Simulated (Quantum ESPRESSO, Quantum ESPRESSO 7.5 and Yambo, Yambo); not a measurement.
# GaN (F-43m): G0W0 on several meshes in Yambo

Wanted: mesh dependence and cost of G0W0 for GaN (F-43m).

Method: PBE and many-body steps on it, plane waves, in Quantum ESPRESSO 7.5 and Yambo 5.3.0.

This is a report of a sequence of runs, with most program output left out.

## Step 1: The structure

The structure is cubic, space group F-43m (No. 216). The conventional cell has a = 4.507 Å, b = 4.507 Å, c = 4.507 Å, α = 90.00°, β = 90.00°, γ = 90.00°. Nearest to Ga lie 4 N at 1.95 Å. N has 4 Ga at 1.95 Å nearest. Farther neighbours and most contacts between anions are not listed.

The cell and positions are those that the Materials Project relaxed with its own functionals (PBE, PBE+U or r2SCAN), kept fixed. This is not the form that GaN usually takes at ambient conditions.

## Step 2: Empty states on the mesh, 2×2×2 mesh, 81 bands

This step: Quantum ESPRESSO 7.5; DFT, PBE, plane waves, norm-conserving pseudopotentials.

The sums over transitions need many empty states on a uniform mesh; this step solves for them.

pw.in

```
&control
  calculation = 'nscf'
  prefix = 'x'
  outdir = 'o'
  pseudo_dir = 'pseudo'
/
&system
  ibrav = 0
  nat = 2
  ntyp = 2
  ecutwfc = 104.0
  nbnd = 81
  force_symmorphic = .true.
/
&electrons
  conv_thr = 1e-9
  electron_maxstep = 80
  diago_full_acc = .true.
  diago_thr_init = 5e-6
/
ATOMIC_SPECIES
  Ga 69.723 Ga.upf
  N 14.007 N.upf
CELL_PARAMETERS angstrom
  0.0000000000 2.2535006075 2.2535006075
  2.2535006075 0.0000000000 2.2535006075
  2.2535006075 2.2535006075 0.0000000000
ATOMIC_POSITIONS crystal
  Ga 0.0000000000 0.0000000000 0.0000000000
  N 0.7500000000 0.7500000000 0.7500000000
K_POINTS automatic
  2 2 2 0 0 0
```

Started as:

```
> OMP_NUM_THREADS=1 mpirun -n 4 pw.x -nk 4 -in pw.in > pw.out
```

The job ended after 2.4 s (4 MPI ranks of Arm Neoverse V1, shared host; peak memory 0.24 GiB).

Numbers from this step:

```
gap                                                           : 1.753 eV
k of the valence top                                          : 0, 0, 0
k of the conduction bottom                                    : 0, 0, 0
least direct gap                                              : 1.753 eV
k points computed                                             : 3
lowest point of the top converged band, above the valence top : 106.8986 eV
```

On this mesh the gap is 1.753 eV.

The density comes from a self-consistent run that is not shown.

## Step 3: Conversion and set-up

This step: Yambo 5.3.0; conversion and set-up on PBE, plane waves, norm-conserving pseudopotentials.

The states are converted to the many-body program's format and the q mesh is built.

Started as:

```
> (cd o/x.save; p2y > p2y.log; mv SAVE ../..); yambo > setup.log
```

It took 2.4 s on 1 MPI rank; peak memory 0.24 GiB.

## Step 4: 2×2×2

Now the one-shot GW correction: screening in the RPA, then the self-energy of the levels asked for.

This step: G0W0 on PBE, plane waves, norm-conserving pseudopotentials.

gw13.in

```
HF_and_locXC
gw0
dyson
ppa
em1d
rim_cut
RandQpts= 1000000
RandGvec= 1 RL
EXXRLvcs= 104 Ry
VXCRLvcs= 416 Ry
Chimod= "HARTREE"
% BndsRnXp
 1 | 81 |
%
NGsBlkXp= 15.5 Ry
% LongDrXp
 1 | 1 | 1 |
%
% GbndRnge
 1 | 81 |
%
DysSolver= "n"
ExtendOut
PPAPntXp= 27.21138 eV
% QPkrange
 1 | 1 | 12 | 15 |
%
```

Started as:

```
> OMP_NUM_THREADS=1 mpirun -n 4 yambo -F gw13.in -J gw13 -C gw13 > gw13.log
```

The job ended after 5.1 s (4 MPI ranks; peak memory 1.2 GiB; 16 s of CPU time).

This step gave:

| Quantity | Value |
| --- | --- |
| G0W0 gap on the points computed | 2.261 eV |
| starting gap on the mesh | 1.753 eV |
| k of the valence top | 0, 0, 0 |
| k of the conduction bottom | 0, 0, 0 |
| least direct G0W0 gap on the computed points | 2.261 eV |
| Z at the valence top | 0.7859 |
| Z at the conduction bottom | 0.8078 |

The gap on the mesh goes from 1.75 eV to 2.26 eV, a correction of +0.51 eV.

## Step 5: Empty states on the mesh, 6×6×6 mesh, 81 bands

This step: Quantum ESPRESSO 7.5; DFT, PBE, plane waves, norm-conserving pseudopotentials.

Edit pw.in of step 2 so:

```diff
@@ -31,2 +31,2 @@
 K_POINTS automatic
-  2 2 2 0 0 0
+  6 6 6 0 0 0
```

Started as:

```
> OMP_NUM_THREADS=1 mpirun -n 4 pw.x -nk 4 -in pw.in > pw.out
```

It took 6.7 s on 4 MPI ranks; peak memory 0.26 GiB.

This step gave:

```yaml
gap: 1.753 eV
k_of_the_valence_top: 0, 0, 0
k_of_the_conduction_bottom: 0, 0, 0
least_direct_gap: 1.753 eV
k_points_computed: 16
lowest_point_of_the_top_converged_band_above_the_valence_top: 106.8986 eV
```

On this mesh the gap is 1.753 eV.

## Step 6: Conversion and set-up

This step: Yambo 5.3.0; conversion and set-up on PBE, plane waves, norm-conserving pseudopotentials.

Started as:

```
> (cd o/x.save; p2y > p2y.log; mv SAVE ../..); yambo > setup.log
```

Wall time 2.7 s (1 MPI rank); peak memory 0.24 GiB.

## Step 7: 6×6×6

This step: G0W0 on PBE, plane waves, norm-conserving pseudopotentials.

gw14.in

```
HF_and_locXC
gw0
dyson
ppa
em1d
rim_cut
RandQpts= 1000000
RandGvec= 1 RL
EXXRLvcs= 104 Ry
VXCRLvcs= 416 Ry
Chimod= "HARTREE"
% BndsRnXp
 1 | 81 |
%
NGsBlkXp= 15.5 Ry
% LongDrXp
 1 | 1 | 1 |
%
% GbndRnge
 1 | 81 |
%
DysSolver= "n"
ExtendOut
PPAPntXp= 27.21138 eV
% QPkrange
 1 | 1 | 12 | 15 |
%
```

Started as:

```
> OMP_NUM_THREADS=1 mpirun -n 4 yambo -F gw14.in -J gw14 -C gw14 > gw14.log
```

The job ended after 3.9 min (4 MPI ranks; peak memory 1.7 GiB).

Numbers from this step:

```yaml
g0w0_gap_on_the_points_computed: 2.587 eV
starting_gap_on_the_mesh: 1.753 eV
k_of_the_valence_top: 0, 0, 0
k_of_the_conduction_bottom: 0, 0, 0
least_direct_g0w0_gap_on_the_computed_points: 2.587 eV
z_at_the_valence_top: 0.7889
z_at_the_conduction_bottom: 0.8162
```

Against G0W0 in Yambo (2×2×2 mesh, 81 bands, screening to 210.9 eV, Godby-Needs plasmon pole), the gap moves by +0.326 eV.

## Step 8: Empty states on the mesh, 8×8×8 mesh, 81 bands

This step: Quantum ESPRESSO 7.5; DFT, PBE, plane waves, norm-conserving pseudopotentials.

Edit pw.in of step 5 so:

```diff
@@ -31,2 +31,2 @@
 K_POINTS automatic
-  6 6 6 0 0 0
+  8 8 8 0 0 0
```

Started as:

```
> OMP_NUM_THREADS=1 mpirun -n 4 pw.x -nk 4 -in pw.in > pw.out
```

Run time: 12 s. Hardware: 4 MPI ranks; peak memory 0.26 GiB.

This step gave:

- gap: 1.753 eV
- k of the valence top: 0, 0, 0
- k of the conduction bottom: 0, 0, 0
- least direct gap: 1.753 eV
- k points computed: 29
- lowest point of the top converged band, above the valence top: 106.8986 eV

On this mesh the gap is 1.753 eV.

## Step 9: Conversion and set-up

This step: Yambo 5.3.0; conversion and set-up on PBE, plane waves, norm-conserving pseudopotentials.

Started as:

```
> (cd o/x.save; p2y > p2y.log; mv SAVE ../..); yambo > setup.log
```

Run time: 3.1 s. Hardware: 1 MPI rank; peak memory 0.24 GiB.

## Step 10: 8×8×8

This step: G0W0 on PBE, plane waves, norm-conserving pseudopotentials.

gw15.in

```
HF_and_locXC
gw0
dyson
ppa
em1d
rim_cut
RandQpts= 1000000
RandGvec= 1 RL
EXXRLvcs= 104 Ry
VXCRLvcs= 416 Ry
Chimod= "HARTREE"
% BndsRnXp
 1 | 81 |
%
NGsBlkXp= 15.5 Ry
% LongDrXp
 1 | 1 | 1 |
%
% GbndRnge
 1 | 81 |
%
DysSolver= "n"
ExtendOut
PPAPntXp= 27.21138 eV
% QPkrange
 1 | 1 | 12 | 15 |
%
```

Started as:

```
> OMP_NUM_THREADS=1 mpirun -n 4 yambo -F gw15.in -J gw15 -C gw15 > gw15.log
```

The job ended after 15 min (4 MPI ranks; peak memory 2.2 GiB; 61 min of CPU time).

This step gave:

- G0W0 gap on the points computed: 2.588 eV
- starting gap on the mesh: 1.753 eV
- k of the valence top: 0, 0, 0
- k of the conduction bottom: 0, 0, 0
- least direct G0W0 gap on the computed points: 2.588 eV

Against G0W0 in Yambo (2×2×2 mesh, 81 bands, screening to 210.9 eV, Godby-Needs plasmon pole), the gap moves by +0.327 eV.

## Step 11: Side by side

Times are wall times on 4 MPI ranks of Arm Neoverse V1, shared host, good to a factor of about two.

| run | mesh | bands | screening cutoff (eV) | DFT gap (eV) | gap on the mesh (eV) | direct (eV) | time |
| --- | --- | --- | --- | --- | --- | --- | --- |
| 2×2×2 | 2×2×2 | 81 | 210.9 | 1.753 | 2.261 | 2.261 | 5.1 s |
| 6×6×6 | 6×6×6 | 81 | 210.9 | 1.753 | 2.587 | 2.587 | 3.9 min |
| 8×8×8 | 8×8×8 | 81 | 210.9 | 1.753 | 2.588 | 2.588 | 15 min |

## Step 12: Outcome

```
2×2×2        : 2.261 eV
6×6×6        : 2.587 eV
8×8×8        : 2.588 eV
known limits : not at the basis limit; no spin-orbit coupling; coarse k mesh
```

What this shows: 6×6×6: +0.326 eV against 2×2×2. 8×8×8: +0.327 eV against 2×2×2. Bands and cutoff are finite, so the gap is not at the basis limit. The miss can reach some tenths of an eV and take either sign; the mesh is an error of its own. In the G0W0 runs levels were corrected at 1 k point alone, so a gap called «on the mesh» is the least over those, and an edge elsewhere would be missed. The 2×2×2 mesh is coarse for this cell, which bears on the long-range parts of exchange and screening. The many-body steps are scalar-relativistic: spin-orbit coupling is not in them.

[Paths, hosts, dates, memory and timing lines, banners, echoed tables and standing remarks are left out of the program output.]

[Logs are printed without paths, hosts, clocks, repeated set-up lines and the standing remarks that a program may print on its own settings, such as how far it seeks lower states.]

[Runs of the session that timed out or met a known fault of the program may be left out.]

[Hosts, paths, dates, database ids (printed as entryN), source tags and the programs' standing remarks are cut or masked in the printed files.]
